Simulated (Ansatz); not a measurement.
TiCo

Computed with Ansatz (plane waves, PAW, 420 eV cutoff): PBE with spin–orbit coupling, two-component spinors, 12×12×12 k-mesh, Gaussian smearing of 0.05 eV; PAW files: Ansatz's generated set soft_2.

```xyz
2
Lattice="2.9850 0.0000 0.0000 0.0000 2.9850 0.0000 0.0000 0.0000 2.9850" Properties=species:S:1:pos:R:3 pbc="T T T"
Ti    0.0000    0.0000    0.0000
Co    1.4925    1.4925    1.4925
```

The chain of runs began from a structure of the Materials Project database, expanded in volume; all values here are this work's own. Such entries can be computed or ordered models and not known phases.

Magnetic state: ferromagnetic, site spin moments Co 0.92 μB, along [001] (Cartesian), which lowers the symmetry.

**Question.** Which orbitals carry the states at the Fermi level, and how many states are there?

**Answer.** Within 0.1 eV of it: Ti 3d 61 %, Co 3d 33 % (shares among the projected shells). The density of states at the Fermi level is about 1.7 states/eV per cell, averaged over 0.3 eV.

Density of states (tetrahedra, averaged over 0.3 eV; states/eV per cell of 2 atoms; energy in eV from the Fermi level; projections on Löwdin-orthogonalised atomic orbitals, summed over sites):

```csv
E,total,Co 3d,Ti 3d,Ti 4s,Co 4s
-6.70,0.16,0.00,0.00,0.09,0.05
-6.40,0.20,0.00,0.00,0.10,0.07
-6.10,0.23,0.00,0.01,0.12,0.08
-5.80,0.27,0.01,0.01,0.13,0.10
-5.50,0.32,0.01,0.02,0.14,0.12
-5.20,0.38,0.02,0.03,0.16,0.15
-4.90,0.47,0.05,0.05,0.17,0.18
-4.60,0.85,0.18,0.18,0.18,0.28
-4.30,1.20,0.31,0.32,0.15,0.38
-4.00,1.36,0.51,0.42,0.10,0.30
-3.70,2.46,1.33,0.65,0.29,0.15
-3.40,2.76,1.61,0.70,0.30,0.11
-3.10,2.93,1.85,0.75,0.16,0.10
-2.80,3.61,2.64,0.77,0.06,0.06
-2.50,3.41,2.66,0.62,0.02,0.04
-2.20,6.13,4.76,1.11,0.05,0.08
-1.90,4.91,3.68,0.92,0.09,0.08
-1.60,4.28,3.05,0.82,0.14,0.09
-1.30,2.39,1.59,0.47,0.12,0.06
-1.00,1.42,0.92,0.28,0.05,0.06
-0.70,1.05,0.46,0.35,0.06,0.08
-0.40,1.12,0.36,0.55,0.06,0.05
-0.10,1.42,0.37,0.85,0.06,0.03
0.20,2.97,1.27,1.49,0.03,0.05
0.50,3.96,1.52,2.13,0.04,0.07
0.80,3.56,0.97,2.33,0.03,0.07
1.10,3.61,0.82,2.53,0.03,0.09
1.40,2.53,0.32,2.07,0.03,0.05
1.70,1.74,0.20,1.43,0.03,0.04
2.00,1.59,0.21,1.28,0.03,0.04
2.30,3.92,0.47,3.31,0.04,0.04
2.60,3.20,0.44,2.61,0.05,0.04
2.90,0.98,0.09,0.76,0.04,0.04
3.20,0.49,0.05,0.31,0.04,0.03
3.50,0.42,0.04,0.22,0.04,0.03
3.80,0.85,0.03,0.44,0.18,0.03
4.10,1.09,0.03,0.50,0.26,0.07
```

Site moments are of spin, integrated over Gaussian weights of 0.5 Å, which gives about a tenth less on f atoms than spheres do. No antiparallel order was tried.
